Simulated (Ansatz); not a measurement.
# V (diamond type): a single-point run

Aim: a sound single-point run of V (diamond type). The structure is shown as the input types it.

Program: Ansatz 0.2.0. Level of theory: DFT, LDA, PAW with Ansatz's default frozen-core files, scalar-relativistic. These are calculated values, not measurements.

1 further run of the same task is left out (it didn't finish). Runs told in other sessions of the task aren't counted.

## Step 1: The structure to begin with

Symmetry: Fd-3m, No. 227, cubic system. Conventional cell: a = 4.297 Å, b = 4.297 Å, c = 4.297 Å, α = 90.00°, β = 90.00°, γ = 90.00°. V (site symmetry -43m) is surrounded by 4 V at 1.86 Å.

Coordinates:

```
CELL_PARAMETERS angstrom
0.00000 2.14844 2.14844
2.14844 0.00000 2.14844
2.14844 2.14844 0.00000
ATOMIC_POSITIONS crystal
V 0.87500 0.87500 0.87500
V 0.12500 0.12500 0.12500
```

## Step 2: The calculation

input.yaml reads:

```yaml
crystal:
  lattice:
    - [0.0, 2.148438515, 2.148438515]
    - [2.148438515, 0.0, 2.148438515]
    - [2.148438515, 2.148438515, 0.0]
  atoms:
    - { symbol: V, position: [-0.125, -0.125, -0.125] }
    - { symbol: V, position: [0.125, 0.125, 0.125] }
kpoints:
  mp_grid: { grid: [13, 13, 13] }
scf:
  occupations: { method: fermi_dirac, width: 0.05 }
  mixing: { algorithm: anderson, beta: 0.95, ndim: 1, preconditioner: none }
  max_iter: 100
hamiltonian:
  xc: lda
  pseudopotentials: { kind: paw }
output:
  forces: true
  stress: true
  eigenvalues: true
  populations: true
```

Launch:

```sh
> ansatz run input.yaml --threads 1 --pin off --max-ram 2048MiB --backend cpu --events-out ev --progress --plain --runs-dir out
```

**Question.** How will this run end, and is anything wrong with its input?

This run ends as converged. It gives a pressure of 118 GPa, which is large; a structure far from rest gives such values too, whatever the setting.

The suspect setting: scf.mixing.algorithm is anderson; scf.mixing.beta is 0.95; scf.mixing.ndim is 1; scf.mixing.preconditioner is none. The risk: mixing too aggressive. Here it converged all the same; such a setting changes the road, not the converged state. Several mixing settings were changed at once, so this run can't tell how much each is to blame.

Run again and compare: delete scf.mixing.algorithm, scf.mixing.beta, scf.mixing.ndim and scf.mixing.preconditioner (the default then holds).
